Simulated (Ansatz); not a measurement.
Crystal: HgTe (Coloradoite).

```xyz
2
Lattice="0.0000 3.2145 3.2145 3.2145 0.0000 3.2145 3.2145 3.2145 0.0000" Properties=species:S:1:pos:R:3 pbc="T T T"
Hg    0.0000    0.0000    0.0000
Te    4.8217    4.8217    4.8217
```

Program: Ansatz 0.2.0. Alike in all runs: cell as given; cutoff (eV) 262; basis error allowed 0.001 eV/atom.

Question: Order these runs on this cell by their pressure, lowest first.
A. level PBEsol; potentials or basis all-electron LAPW, relativistic spinors; spin SOC, no magnetisation; k mesh 5 × 5 × 5; smearing fermi-dirac 0.05 eV
B. level BLYP; potentials or basis all-electron LAPW, scalar-relativistic; spin off; k mesh 7 × 7 × 7; smearing fermi-dirac 0.05 eV
C. level PBE; potentials or basis all-electron LAPW, scalar-relativistic; spin off; k mesh 7 × 7 × 7; smearing gaussian 0.012 eV

Answer: A (1.4 GPa), C (4.6 GPa), B (7.8 GPa).

Caveats: the k mesh is thin for a metal, which can move the energy by tens of meV per atom (some runs).
